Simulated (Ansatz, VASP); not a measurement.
**Tl in VASP and in Ansatz**

The input INCAR:

```
SYSTEM = Tl
ALGO     = Normal         ! electronic algorithm
EDIFF    = 1E-7           ! SCF threshold, eV
ENCUT    = 520            ! plane-wave cutoff, eV
GGA      = PE             ! functional
ISIF     = 2              ! what is computed and relaxed
ISMEAR   = -1             ! smearing method
LASPH    = .True.         ! aspherical terms in the spheres
LCHARG   = .False.        ! write CHGCAR
LREAL    = .False.        ! projectors in reciprocal space
LWAVE    = .False.        ! write WAVECAR
NBANDS   = 34             ! bands
NELM     = 100            ! most SCF steps
PREC     = Accurate       ! precision mode
SIGMA    = 0.05           ! smearing width, eV
```

Contents of KPOINTS:

```
k-points
0
Gamma
  9 9 3
  0 0 0
```

The input POSCAR:

```
Tl
1.0
    3.5548091563      0.0000000000      0.0000000000
   -1.7774045782      3.0785550349      0.0000000000
    0.0000000000      0.0000000000     11.4138532706
Tl
4
Direct
    0.6666666667      0.3333333333      0.7500000000
    0.0000000000      0.0000000000      0.5000000000
    0.3333333333      0.6666666667      0.2500000000
    0.0000000000      0.0000000000      0.0000000000
```

File input.yaml:

```yaml
crystal:
  lattice:
    - [3.5548091563, 0.0, 0.0]
    - [-1.7774045782, 3.0785550349, 0.0]
    - [0.0, 0.0, 11.4138532706]
  atoms:
    - { symbol: Tl, position: [0.6666666667, 0.3333333333, 0.75] }
    - { symbol: Tl, position: [0.0, 0.0, 0.5] }
    - { symbol: Tl, position: [0.3333333333, 0.6666666667, 0.25] }
    - { symbol: Tl, position: [0.0, 0.0, 0.0] }
hamiltonian:
  xc: pbe
  pseudopotentials: { kind: paw }
kpoints:
  mp_grid: { grid: [9, 9, 3] }
scf:
  occupations: { method: fermi_dirac, width: 0.05 }
output:
  forces: true
  stress: true
  eigenvalues: true
  write_density: true
  write_potential: true
  elf: true
  volumetric_format: npy
```

Change from the starting cell: volume scaled by 1.04.

Alike in both runs: task single point; functional PBE; k mesh 9 × 9 × 3; occupations fermi-dirac, width 0.05 eV; no spin polarisation.

```csv
,VASP,Ansatz
version,VASP 6.6.1,Ansatz 0.2.0
potentials or method,"VASP PAW PBE potentials, release 64 (Tl_d)",Ansatz PAW
plane-wave cutoff (eV),520,420
valence electrons in the cell,52,52
```

|  | VASP | Ansatz | Ansatz less VASP |
| --- | --- | --- | --- |
| gap on the k mesh at the Fermi level (eV) | none | none | - |
| pressure (GPa) | -0.1 | 0.0 | +0.06 |
| largest component of the traceless stress (GPa) | 0.12 | 0.11 | -0.006 |

A gap of «none» marks a metal or a gap that the smearing closes.

The runs have no spin-orbit coupling, so splittings on Tl are missing.
